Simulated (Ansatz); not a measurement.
Migration of Zn in ZnS

These are results of DFT PBEsol, scalar-relativistic, plane waves, PAW in Ansatz 0.2.0, not measurements. (420 eV cutoff, 2×2×2 k-mesh, shifted by half a step, Gaussian smearing of 0.02 eV, no spin polarisation)

Host crystal, relaxed:

```yaml
crystal:
  lattice:
    - [0.00000, 2.67805, 2.67805]
    - [2.67805, 0.00000, 2.67805]
    - [2.67805, 2.67805, 0.00000]
  atoms:
    - { symbol: Zn, position: [0.00000, 0.00000, 0.00000] }
    - { symbol: S, position: [0.75000, 0.75000, 0.75000] }
```

In a supercell of 32 host sites with charge -2, Zn trades places with a neighbouring Zn vacancy, moving 3.67 Å between the relaxed ends. Climbing-image nudged elastic band at fixed cell with images 0 (start) to 6 (end), the path measured over all atoms, converged to 0.05 eV/Å; the order of the saddle wasn't checked, and the small cell leaves errors of about a tenth of an eV.

Supercell rows in host cell vectors: -1 -1 3; -1 -1 -1; 3 -1 -1. Zn was set at (0.000, 0.000, 0.000) of the host cell.

At the relaxed start Zn has 1 S at 2.27 Å, 1 S at 2.34 Å, 2 S at 2.35 Å.

**Question.** What barrier does the band give, and what surrounds the atom at the top?

**Answer.** 1.27 eV at image 3, where Zn has 1 S at 2.21 Å, 4 S at 2.62 Å, 2 Zn at 2.95 Å.

Cost: 1 run of about 53 core-minutes, on Intel Xeon Processor @ 2.10GHz (Emerald Rapids) (shared hosts).